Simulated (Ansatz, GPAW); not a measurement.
# Ballistic transport through a Sb chain with a Ge atom bridging one bond, cheap and dear

How well does a Sb chain with a Ge atom bridging one bond conduct at low bias, and how far do basis and functional move the answer?

Method: Ansatz plane waves; Landauer transmission by layers, zero bias, in the first sound run; inputs show where later runs differ, in GPAW 26.7.0 and Ansatz 0.2.0.

### 1. The structure

The cell holds 9 atoms: 8 Sb and 1 Ge. Its edges and angles: a = 9.000 Å, b = 9.000 Å, c = 22.200 Å, α = 90.0°, β = 90.0°, γ = 90.0°. Regions: left lead, 4 atoms (4 Sb); channel, 1 atom (1 Ge); right lead, 4 atoms (4 Sb). Vacuum lies along a and b. The structure is stacked along c, and the current runs across the ab planes.

### 2. Plane-wave reference (PBE)

Plane waves give the reference curve, free of the bias of atom-centred orbitals.

input.yaml reads:

```yaml
crystal:
  lattice:
    - [9.0, 0.0, 0.0]
    - [0.0, 9.0, 0.0]
    - [0.0, 0.0, 22.2]
  atoms:
    - { symbol: Sb, position: [0.5, 0.5, 0.0619369369] }
    - { symbol: Sb, position: [0.5, 0.5, 0.1858108108] }
    - { symbol: Sb, position: [0.5, 0.5, 0.3096846847] }
    - { symbol: Sb, position: [0.5, 0.5, 0.4335585586] }
    - { symbol: Ge, position: [0.730633266, 0.5, 0.5] }
    - { symbol: Sb, position: [0.5, 0.5, 0.5664414414] }
    - { symbol: Sb, position: [0.5, 0.5, 0.6903153153] }
    - { symbol: Sb, position: [0.5, 0.5, 0.8141891892] }
    - { symbol: Sb, position: [0.5, 0.5, 0.9380630631] }
kpoints:
  mp_grid: { grid: [1, 1, 4] }
hamiltonian:
  xc: pbe
scf:
  occupations: { method: fermi_dirac, width: 0.1 }
output:
  transmission:
    leads: [[0, 1]]
    e_range: [-3, 3]
    de: 0.075
    kmesh: [1, 1]
    reduced_basis: true
  write_potential: true
  write_density: true
  volumetric_format: npy
```

Command:

```console
$ ansatz run input.yaml --threads 2 --pin off --max-ram 4096MiB --backend cpu --events-out ev --progress --plain --runs-dir out
```

Numbers of over 12 decimals in the logs are rounded to 6 here.

Log:

```text
Engine: ansatz 0.2.0, aarch64-unknown-linux-gnu
Pseudopotentials: kind: paw
Pseudopotential: Sb, paw, valence charge 15, recommended cutoff 420 eV (normal), Sb.paw.azcp
Pseudopotential: Ge, paw, valence charge 14, recommended cutoff 420 eV (normal), Ge.paw.azcp
Functional definition: PBE
  parameter kappa = 0.804
  parameter beta = 0.066725
  exchange = pbe_x(kappa = kappa, mu = beta*pi^2/3)
  correlation = pbe_c(beta = beta)
Crystal: 9 atoms, lattice volume = 1798.200 Å³
Basis set: ecut = 420 eV, 35111 PW (Γ)
Bands: 81, of which v1, the nominal top of the filled ones, is band 67 counted from 1 (66 counted from 0)
Symmetry: 4 space group operations
Space group: Pmm2 (ITA 25), of the structure as read, at distance tolerance 1.2e-4 Å
k-points: 3 of 4
Non-local potential: Sb, projectors of the file, l = 0: 2, l = 1: 2, l = 2: 2, l = 3: 2
Non-local potential: Ge, projectors of the file, l = 0: 2, l = 1: 2, l = 2: 3, l = 3: 1
PAW form: soft (Blöchl's): semilocal exchange-correlation on the pseudo side does not see the compensation charge
PAW one-centre angular grid: Sb, 590 points (default); XC on 64 Gauss nodes
PAW one-centre angular grid: Ge, 590 points (default); XC on 64 Gauss nodes
Initial density: superposition of atomic densities (neutral atoms: chi_scale 0, normalization atom), corrected by the library's trained network
Initial wavefunctions: pseudopotential atomic-orbital guess
Functional: x = pbe(κ = 0.804, μ = 0.219515), c = pbe(β = 0.066725)
SCF iter   1: F=—  HF=-56161.393546 eV  |F-HF|=—  |Δ(HF+E_count)|=         —  Δρ=1.96e-3  dr2=1.49e-1  ethr=1.77e-3  ⟨swp⟩=7.3  Hψ=969  notcnv=0  defer=3
preconditioner: auto → LDOS  [metal: Δε(μ)=0.132 eV  Ē_g=6.494 eV  σ=0.100 eV  W_gap=0.32  n_scr=168 (ndim 8)  ℏωp=5.8 eV  f_vac=0.720  D(μ)=8.05/eV (n_scr^D=26)  β→1.0]
SCF iter   2: F=—  HF=-56161.353356 eV  |F-HF|=—  |Δ(HF+E_count)|=   4.02e-2  Δρ=9.89e-4  dr2=1.87e-2  ethr=1.11e-4  ⟨swp⟩=3.0  Hψ=531  notcnv=0  defer=3
SCF iter   3: F=—  HF=-56161.353481 eV  |F-HF|=—  |Δ(HF+E_count)|=   1.24e-4  Δρ=3.42e-4  dr2=3.06e-3  ethr=1.40e-5  ⟨swp⟩=2.0  Hψ=479  notcnv=0  defer=3
SCF iter   4: F=—  HF=-56161.353117 eV  |F-HF|=—  |Δ(HF+E_count)|=   3.64e-4  Δρ=1.11e-4  dr2=3.57e-4  ethr=2.29e-6  ⟨swp⟩=2.0  Hψ=443  notcnv=0  defer=3
SCF iter   5: F=—  HF=-56161.353087 eV  |F-HF|=—  |Δ(HF+E_count)|=   2.95e-5  Δρ=2.93e-5  dr2=3.05e-5  ethr=2.66e-7  ⟨swp⟩=2.0  Hψ=437  notcnv=0  defer=3
SCF iter   6: F=—  HF=-56161.353193 eV  |F-HF|=—  |Δ(HF+E_count)|=   1.06e-4  Δρ=9.08e-6  dr2=1.87e-6  ethr=2.28e-8  ⟨swp⟩=3.0  Hψ=542  notcnv=0  defer=3
SCF iter   7: F=—  HF=-56161.353194 eV  |F-HF|=—  |Δ(HF+E_count)|=   1.22e-6  Δρ=3.16e-6  dr2=2.55e-7  ethr=1.40e-9  ⟨swp⟩=2.0  Hψ=443  notcnv=0  defer=3
SCF iter   8: F=-56161.353194 eV  HF=-56161.353194 eV  |F-HF|=9.43e-9  |Δ(HF+E_count)|=   8.41e-8  Δρ=1.05e-6  dr2=2.07e-8  ethr=7.46e-11  ⟨swp⟩=14.3  Hψ=747  notcnv=0
SCF 1 converged in 8 iterations: F = -56161.353194 eV  dr2 = 2.07e-8
  greatest PAW one-centre occupation: 0.998 electrons in one spin orbital (limit 2), on the Ge atom at site 4 (counted from 0), in its partial waves of l = 2
transmission: 28 of 168 steps passed
transmission: 56 of 168 steps passed
[...]
transmission: 168 of 168 steps passed
WARN: The output density's exchange-correlation potential varies sharply where the density is thin. Do not read a vacuum level from v_tot or v_xc, or from such a field of the output density. On a cell that repeats whose density bears no net charge and no dipole along the vacuum's axis use v_es (v_loc + v_h of the components); under efield.dipole_correction with no amplitude use v_es + v_field, which holds any externa [...]
SCF converged after 8 iterations
Free energy (F): -56161.353194 eV
Harris-Foulkes:  -56161.353194 eV  (|F-HF|=9.43e-9)
Internal energy: -56161.090167 eV  (E = F + TS)
E sigma→0 (E₀):  -56161.221681 eV
Entropy (-TS):   -0.263028 eV (-29.225 meV/atom)
Fermi energy:    -2.731719 eV
--- Per-component energies (eV) ---
  E_band       = -3095.753594
  E_kinetic    = 1753.917110
  E_local      = -35573.253607  (includes V_loc(G=0)·N_el)
  E_nonlocal   = 3310.130295
  E_hartree    = 16242.638949
  E_xc         = -1170.249702
  E_vxc        = -815.995873  (∫ρ·V_xc dr)
  E_paw        = -38615.557696  (= ΣΔE_a)
  E_vpaw       = -4255.842919  (= ΣTr[D̂ρ^β])
  E_aug_tail   = 0.000295  (compensation charges beyond the density's cutoff)
  E_ewald      = -2108.715811
  E_smearing   = -0.263028  (= −TS)
  E_closure    = 0.000000  (closes the sum)
  Σ components = -56161.353194   (vs F -56161.353194, Δ=0.00e0)
--- Band table (eV) ---
  k-point 0: bands = [... 63 lower, -3.6487, -3.2928, -3.1902, -3.1299, -2.5364, -1.9639, -1.8853, -1.8808, ... 10 higher]
  k-point 1: bands = [... 63 lower, -3.5957, -3.5137, -3.0824, -2.9381, -2.6014, -2.2684, -1.8665, -1.8059, ... 10 higher]
  k-point 2: bands = [... 63 lower, -3.5783, -3.2979, -2.8509, -2.7007, -2.6627, -2.5605, -2.4755, -1.7631, ... 10 higher]
--- Transmission ---
  basis      : 717 plane waves across, 28 finite elements along
  points     : 1, standing for a mesh of 1 x 1
  energies   : 81 from -3.000000 to 3.000000 eV about the Fermi level, 0.075000 eV apart; the leads are filled to 0.000000 eV, and channels, transmission and decay are at -0.000000 eV
  crystal 0  : Sb1, at the sites [0, 1], period 2.7500 Å, over 22.00 Å; its Hamiltonian steps by up to 9.5 meV
    offset         : up to 0.0000 Å between an atom of the period and one for which it stands
    channels       : 3.000000e0 a spin
    conductance    : none, the energies end too early or step too widely for 300 K: set another output.transmission.e_range or a lower de, or, where they end at an eighth of basis.ecutwfc, a higher one
  junction   : crystal 0 to crystal 0, 0.70 to 20.15 Å
    transmission   : 1.968681e0 a spin
    error estimate : 9.463840e-5 a spin from the reduction of the transverse basis, at the most 3.547197e-4 at -1.575000 eV
    conductance    : none, the energies end too early or step too widely for 300 K: set another output.transmission.e_range or a lower de, or, where they end at an eighth of basis.ecutwfc, a higher one
```

Elapsed: 2.1 min, on 2 threads of Arm Neoverse V2, shared host; peak memory 1.8 GiB.

This step gave:

| Quantity | Value |
| --- | --- |
| free energy | -56161.3532 eV |
| smearing term TS | 0.2630 eV |
| symmetry operations | 4 |
| lead level | 0 eV from the Fermi level |
| transmission at the Fermi level (one spin) | 1.969 |
| open channels of the lead at the Fermi level (one spin) | 3 |
| step of the potential along the lead | 9.5 meV |
| offset of the lead | 0 Å |

One spin. Transmission, zone mean against energy, zero at the Fermi level:

energy (eV), transmission, zone mean and a bar:
```
    -3.00       0.92 #############
    -2.77       0.92 #############
    -2.55       0.90 #############
    -2.40       0.89 #############
    -2.17       0.84 ############
    -1.95       0.71 ##########
    -1.73       0.06 
    -1.57       1.46 ######################
    -1.35       1.91 #############################
    -1.12       1.89 ############################
    -0.90       1.83 ###########################
    -0.75       1.84 ###########################
    -0.53       1.88 ############################
    -0.30       1.93 #############################
    -0.07       1.96 #############################
     0.00       1.97 #############################
     0.07       1.98 #############################
     0.30       1.99 ##############################
     0.53       2.00 ##############################
     0.75       2.01 ##############################
     0.90       2.01 ##############################
     1.05       2.01 ##############################
     1.12       2.01 ##############################
     1.35       2.00 ##############################
     1.57       1.99 ##############################
     1.73       1.95 #############################
     1.95       1.05 ###############
     2.17       0.99 ##############
     2.40       0.99 ##############
     2.55       0.99 ##############
     2.77       0.99 ##############
     3.00       0.98 ##############
```

One spin. The open channels, zone mean by energy, zero at the Fermi level:

| energy (eV) | open channels, zone mean |
| --- | --- |
| -3.00 | 1 |
| -2.85 | 1 |
| -2.70 | 1 |
| -2.55 | 1 |
| -2.33 | 1 |
| -2.17 | 1 |
| -2.02 | 1 |
| -1.88 | 1 |
| -1.73 | 1 |
| -1.57 | 3 |
| -1.35 | 3 |
| -1.20 | 3 |
| -1.05 | 3 |
| -0.90 | 3 |
| -0.75 | 3 |
| -0.60 | 3 |
| -0.38 | 3 |
| -0.23 | 3 |
| -0.07 | 3 |
| 0.00 | 3 |
| 0.07 | 3 |
| 0.23 | 3 |
| 0.38 | 3 |
| 0.60 | 3 |
| 0.75 | 3 |
| 0.90 | 3 |
| 1.05 | 3 |
| 1.20 | 3 |
| 1.35 | 3 |
| 1.57 | 3 |
| 1.73 | 3 |
| 1.88 | 3 |
| 2.02 | 1 |
| 2.17 | 1 |
| 2.33 | 1 |
| 2.55 | 1 |
| 2.70 | 1 |
| 2.85 | 1 |
| 3.00 | 1 |

Crystal 0, spin -, k parallel (0, 0); distinct values, listed up to 1.5 1/Å. Table of Im kz of the slowest decaying states by energy, zero at the Fermi level:

| energy (eV) | decay 1 (Å⁻¹) | decay 2 (Å⁻¹) | decay 3 (Å⁻¹) | decay 4 (Å⁻¹) |
| --- | --- | --- | --- | --- |
| -3.00 | 0.570 | 0.572 | 1.33 | 1.44 |
| -2.77 | 0.522 | 0.524 | 1.30 | 1.42 |
| -2.55 | 0.469 | 0.472 | 1.28 | 1.39 |
| -2.25 | 0.386 | 0.389 | 1.25 | 1.37 |
| -2.02 | 0.309 | 0.312 | 1.22 | 1.34 |
| -1.80 | 0.202 | 0.208 | 1.20 | 1.32 |
| -1.57 | 1.17 | 1.30 | 1.37 | 1.37 |
| -1.35 | 1.15 | 1.28 | 1.35 | 1.35 |
| -1.05 | 1.11 | 1.24 | 1.32 | 1.32 |
| -0.82 | 1.08 | 1.22 | 1.30 | 1.30 |
| -0.60 | 1.06 | 1.19 | 1.28 | 1.28 |
| -0.38 | 1.03 | 1.17 | 1.26 | 1.26 |
| -0.15 | 0.997 | 1.14 | 1.23 | 1.24 |
| 0.00 | 0.977 | 1.13 | 1.21 | 1.22 |
| 0.15 | 0.956 | 1.11 | 1.20 | 1.21 |
| 0.38 | 0.924 | 1.08 | 1.17 | 1.18 |
| 0.60 | 0.891 | 1.05 | 1.15 | 1.16 |
| 0.82 | 0.856 | 1.02 | 1.12 | 1.14 |
| 1.05 | 0.820 | 0.993 | 1.09 | 1.11 |
| 1.35 | 0.769 | 0.952 | 1.05 | 1.08 |
| 1.57 | 0.729 | 0.920 | 1.02 | 1.05 |
| 1.80 | 0.686 | 0.887 | 0.994 | 1.02 |
| 2.02 | 0.0569 | 0.0619 | 0.641 | 0.852 |
| 2.25 | 0.126 | 0.128 | 0.592 | 0.816 |
| 2.55 | 0.172 | 0.173 | 0.520 | 0.766 |
| 2.77 | 0.194 | 0.195 | 0.458 | 0.726 |
| 3.00 | 0.210 | 0.210 | 0.386 | 0.683 |

Crystal 0, spin -, k parallel (0, 0). Table of Re kz of states that move upwards by energy, zero at the Fermi level:

| energy (eV) | channel 1 (Å⁻¹) | channel 2 (Å⁻¹) | channel 3 (Å⁻¹) |
| --- | --- | --- | --- |
| -3.00 | -0.986 | - | - |
| -2.77 | -0.963 | - | - |
| -2.55 | -0.942 | - | - |
| -2.40 | -0.928 | - | - |
| -2.17 | -0.907 | - | - |
| -1.95 | -0.887 | - | - |
| -1.73 | -0.867 | - | - |
| -1.57 | -0.855 | 0.109 | 0.120 |
| -1.35 | -0.836 | 0.260 | 0.265 |
| -1.12 | -0.817 | 0.353 | 0.356 |
| -0.90 | -0.798 | 0.426 | 0.429 |
| -0.75 | -0.786 | 0.470 | 0.472 |
| -0.53 | -0.768 | 0.529 | 0.531 |
| -0.30 | -0.750 | 0.583 | 0.585 |
| -0.07 | -0.733 | 0.633 | 0.636 |
| 0.00 | -0.727 | 0.650 | 0.652 |
| 0.07 | -0.721 | 0.666 | 0.668 |
| 0.30 | -0.704 | 0.712 | 0.714 |
| 0.53 | -0.687 | 0.757 | 0.759 |
| 0.75 | -0.670 | 0.802 | 0.804 |
| 0.90 | -0.658 | 0.831 | 0.833 |
| 1.12 | -0.642 | 0.876 | 0.878 |
| 1.35 | -0.625 | 0.923 | 0.925 |
| 1.57 | -0.609 | 0.973 | 0.976 |
| 1.73 | -0.598 | 1.01 | 1.02 |
| 1.95 | -0.581 | 1.10 | 1.11 |
| 2.17 | -0.565 | - | - |
| 2.40 | -0.549 | - | - |
| 2.55 | -0.538 | - | - |
| 2.77 | -0.522 | - | - |
| 3.00 | -0.506 | - | - |

The electrostatic potential energy of an electron (with the applied field's), less the Fermi level, planar mean by z:

z (Å), electrostatic potential energy of an electron (with the applied field's), less the Fermi level, planar mean (eV) and a bar from the least value:
```
      0.0       4.49 ##############################
      0.5       4.04 ######################
      1.0       3.30 ########
      1.5       3.14 #####
      2.0       3.60 ##############
      2.5       4.35 ############################
      3.0       4.35 ###########################
      3.5       3.59 #############
      4.0       3.12 #####
      4.5       3.29 ########
      5.0       4.03 ######################
      5.5       4.47 ##############################
      6.0       4.02 #####################
      6.5       3.26 #######
      7.0       3.09 ####
      7.5       3.53 ############
      8.0       4.27 ##########################
      8.5       4.26 ##########################
      9.0       3.50 ############
      9.5       3.00 ##
     10.0       2.95 #
     10.5       2.97 ##
     11.0       2.87 
     11.5       2.95 ##
     12.0       2.98 ##
     12.5       2.94 #
     13.0       3.23 #######
     13.5       4.01 #####################
     14.0       4.36 ############################
     14.5       3.85 ##################
     15.0       3.19 ######
     15.5       3.12 #####
     16.0       3.67 ###############
     16.5       4.40 ############################
     17.0       4.32 ###########################
     17.5       3.53 ############
     18.0       3.12 #####
     18.5       3.32 ########
     19.0       4.09 #######################
     19.5       4.45 #############################
     20.0       3.93 ####################
     20.5       3.25 #######
     21.0       3.16 #####
     21.5       3.69 ###############
     22.0       4.41 #############################
```

The valence density, planar mean by z:

| z (Å) | valence density, planar mean (e/Å³) |
| --- | --- |
| 0.0 | 0.0173 |
| 0.5 | 0.0272 |
| 1.0 | 0.100 |
| 1.5 | 0.169 |
| 2.0 | 0.0478 |
| 2.5 | 0.0194 |
| 3.0 | 0.0194 |
| 3.5 | 0.0475 |
| 4.0 | 0.170 |
| 4.5 | 0.100 |
| 5.0 | 0.0272 |
| 5.5 | 0.0175 |
| 6.0 | 0.0274 |
| 6.5 | 0.0996 |
| 7.0 | 0.168 |
| 7.5 | 0.0475 |
| 8.0 | 0.0190 |
| 8.5 | 0.0194 |
| 9.0 | 0.0477 |
| 9.5 | 0.172 |
| 10.0 | 0.111 |
| 10.5 | 0.0588 |
| 11.0 | 0.216 |
| 11.5 | 0.0916 |
| 12.0 | 0.0700 |
| 12.5 | 0.180 |
| 13.0 | 0.0872 |
| 13.5 | 0.0249 |
| 14.0 | 0.0172 |
| 14.5 | 0.0289 |
| 15.0 | 0.114 |
| 15.5 | 0.157 |
| 16.0 | 0.0412 |
| 16.5 | 0.0190 |
| 17.0 | 0.0205 |
| 17.5 | 0.0549 |
| 18.0 | 0.175 |
| 18.5 | 0.0850 |
| 19.0 | 0.0249 |
| 19.5 | 0.0174 |
| 20.0 | 0.0295 |
| 20.5 | 0.115 |
| 21.0 | 0.158 |
| 21.5 | 0.0415 |
| 22.0 | 0.0188 |

T at the Fermi level is 1.97 of 3 open channels a spin.

### 3. Plane waves at a low cutoff

The cutoff is lowered to see how much of it the transmission needs.

input.yaml, as its differences from that of step 2:

```diff
@@ -31 +31,3 @@
   volumetric_format: npy
+basis:
+  ecutwfc: "200 eV"
```

Log:

```text
Warning: basis.ecutwfc = 200 eV is below the records' recommended 420 eV, and the density's cutoff is lower with it unless basis.ecutrho_ratio is high enough to keep the records' density cutoff: compare with a run at a higher cutoff
Warning: basis.ecutrho_ratio 4 (ecutrho = 800 eV, dense FFT grid 45×45×108): the grid does not resolve the core-correction charge of Ge (measure 0.09 e/Å^2.5); warned from 0.08. The energy and each atom's force then go with where the atoms sit on the grid: [figures from the program's tests cut] If this deck is also warned that a cutoff or its ratio is below what is recommended, mend that before anything below. First try basis.xc_grid, which is 1 on this run (the dense grid itself), where it is not refused (2, then 3). Above 1 the core-correction charge is laid on the exchange–correlation grid, and this warning is never given, whether or not the level is enough: [rest of the remark cut]
[...]
Crystal: 9 atoms, lattice volume = 1798.200 Å³
Basis set: ecut = 200 eV, 11583 PW (Γ)
Bands: 81, of which v1, the nominal top of the filled ones, is band 67 counted from 1 (66 counted from 0)
Symmetry: 4 space group operations
[...]
k-points: 3 of 4
[...]
SCF iter   1: F=—  HF=-56077.997266 eV  |F-HF|=—  |Δ(HF+E_count)|=         —  Δρ=2.94e-2  dr2=7.37e0  ethr=1.77e-3  ⟨swp⟩=7.0  Hψ=934  notcnv=0  defer=1
[...]
SCF iter   9: F=-56071.056484 eV  HF=-56071.056484 eV  |F-HF|=3.20e-9  |Δ(HF+E_count)|=   2.95e-7  Δρ=1.13e-6  dr2=3.75e-8  ethr=7.46e-11  ⟨swp⟩=13.7  Hψ=667  notcnv=0
SCF 1 converged in 9 iterations: F = -56071.056484 eV  dr2 = 3.75e-8
[...]
transmission: 4 of 33 steps passed
transmission: 7 of 33 steps passed
[...]
transmission: 33 of 33 steps passed
[...]
SCF converged after 9 iterations
Free energy (F): -56071.056484 eV
[...]
Internal energy: -56070.804961 eV  (E = F + TS)
E sigma→0 (E₀):  -56070.930723 eV
Entropy (-TS):   -0.251523 eV (-27.947 meV/atom)
Fermi energy:    -2.771603 eV
[...]
--- Band table (eV) ---
  k-point 0: bands = [... 63 lower, -3.6822, -3.3148, -3.2118, -3.1589, -2.5598, -1.9729, -1.8950, -1.8817, ... 10 higher]
  k-point 1: bands = [... 63 lower, -3.6361, -3.5314, -3.1177, -2.9594, -2.6292, -2.2713, -1.9583, -1.8371, ... 10 higher]
  k-point 2: bands = [... 63 lower, -3.6012, -3.3332, -2.9460, -2.7861, -2.6793, -2.5702, -2.5108, -1.7881, ... 10 higher]
--- Transmission ---
  basis      : 341 plane waves across, 33 finite elements along
  points     : 1, standing for a mesh of 1 x 1
[...]
channels       : 3.000000e0 a spin
[...]
junction   : crystal 0 to crystal 0, 0.70 to 20.15 Å
    transmission   : 1.970681e0 a spin
[...]
```

It took 2.3 min on 2 threads; peak memory 1.2 GiB; 3.8 min of CPU time.

The run finished with changed settings (basis.ecutwfc = "low"); it serves as a test.

The two runs compared:

| quantity | this run | sound run | difference |
| --- | --- | --- | --- |
| free energy (eV) | -56071.06 | -56161.35 | 90.3 |
| smearing term TS (eV) | 0.25152 | 0.26303 | -0.0115 |
| transmission at the Fermi level (one spin) | 1.9707 | 1.9687 | 0.00200 |
| step of the potential along the lead (meV) | 10.2 | 9.5 | 0.700 |

One result that differs is the step of the potential along the lead, 10.2 meV against 9.5 meV.

(Continued in part 2 of 3.)

[Logs are printed without paths, hosts, clocks, repeated set-up lines and the standing remarks that a program may print on its own settings, such as how far it seeks lower states.]

[Hosts, paths, dates, database ids (printed as entryN), source tags and the programs' standing remarks are cut or masked in the printed files.]
